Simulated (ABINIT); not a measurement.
Wanted: the native input for an ABINIT 10.8.3 (patched build) run.

- Task: band structure
- Functional: LDA
- Potentials or basis: JTH PAW LDA v2.0
- Cutoff: 544 eV
- k mesh: 10 × 10 × 8
- Occupations: fermi-dirac, width 0.05 eV
- Spin: no spin polarisation
- Fine-grid cutoff: 1088.46 eV

Crystal: MoP.

```
CELL_PARAMETERS angstrom
3.22300 0.00000 0.00000
-1.61150 2.79120 0.00000
0.00000 0.00000 3.19100
ATOMIC_POSITIONS crystal
Mo 0.00000 0.00000 0.00000
P 0.33333 0.66667 0.50000
```

The input as run:

run.abi

```
# Datasets: ground state, then fixed potential
ndtset 2

# Pseudopotentials
pp_dirpath "./"
pseudos "Mo.LDA_PW-JTH.xml, P.LDA_PW-JTH.xml"

# Structure
acell 3*1.0 Angstrom
rprim
     3.2230000000     0.0000000000     0.0000000000
    -1.6115000000     2.7911998764     0.0000000000
     0.0000000000     0.0000000000     3.1910000000
ntypat 2
znucl 42 15
natom 2
typat 1 2
xred
     0.0000000000     0.0000000000     0.0000000000
     0.3333333333     0.6666666667     0.5000000000

# Plane-wave basis
ecut 20.0
pawecutdg 40.0

# Exchange and correlation
ixc 7

# Bands and occupations
occopt 3
tsmear 0.00183747

# SCF cycle
nstep 100

# Output
iomode 3
prtwf 0
prteig 0
prtebands 0
enunit 1
prtden1 1
prtvha1 1
prtvclmb1 1
prtpot1 1

# Dataset 1
kptopt1 1
ngkpt1 10 10 8
nshiftk1 1
shiftk1 0.0 0.0 0.0
nband1 14
tolvrs1 1.0e-9

# Dataset 2: bands along G-M-K-G-A-L-H-A
iscf2 -2
getden2 1
nband2 18
nbdbuf2 2
tolwfr2 1.0e-12
kptopt2 -7
ndivsm2 8
prteig2 1
prtvol2 -3
kptbounds2
     0.0000000000     0.0000000000     0.0000000000
     0.5000000000     0.0000000000     0.0000000000
     0.3333333333     0.3333333333     0.0000000000
     0.0000000000     0.0000000000     0.0000000000
     0.0000000000     0.0000000000     0.5000000000
     0.5000000000     0.0000000000     0.5000000000
     0.3333333333     0.3333333333     0.5000000000
     0.0000000000     0.0000000000     0.5000000000
```

Potentials or basis: JTH PAW LDA v2.0.

Command:

```bash
$ abinit run.abi > log 2>&1
```

It gave:

| Item | Value |
| --- | --- |
| Pressure | -7.1 GPa |
| Band gap on the k mesh | none (metal or under the smearing width) |
| Valence electrons inside the program's atomic spheres | Mo 11.35; P 1.61 |

It took 27 s on 1 thread of AMD EPYC 9R45 96-Core Processor (Zen 5) (shared host), peak memory 0.11 GiB.
